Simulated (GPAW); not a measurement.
Crystal: Hf.

```
Hf
1.0
    -1.80500    1.80500    1.80500
     1.80500   -1.80500    1.80500
     1.80500    1.80500   -1.80500
Hf
1
Cartesian
  0.0000 0.0000 0.0000
```

This isn't the form of Hf at room conditions, which is hcp.

- Program: GPAW 26.7.0
- Task: relaxation of cell and atoms
- Functional: LDA
- Potentials or basis: the program's PAW data sets (release 1.2.1) made for this functional
- Cutoff: 600 eV
- Basis: pw
- k mesh: 10 × 10 × 10
- Occupations: fermi-dirac, width 0.05 eV
- Spin: no spin polarisation

At the start: pressure -12.4 GPa; volume 23.52 Å³/atom.

How do energy, volume and symmetry change on relaxing?

Over 4 steps the energy falls by 126.6 meV/atom and the volume is 20.55 Å³/atom (-12.6 %); space group Im-3m (No. 229, to 0.05 Å).

The path:
```tsv
step	energy change (eV)	largest force (eV/Å)	pressure (GPa)	volume (Å³)
1	0.0000	0.0000	-12.35	23.52
2	-0.1033	0.0000	-5.94	21.76
3	-0.1264	0.0000	0.56	20.45
4	-0.1266	0.0000	-0.01	20.55
```

Final structure:
```
CELL_PARAMETERS angstrom
-1.72558 1.72558 1.72558
1.72558 -1.72558 1.72558
1.72558 1.72558 -1.72558
ATOMIC_POSITIONS crystal
Hf 0.00000 0.00000 0.00000
```

Caveat: later steps reuse the first step's grids.
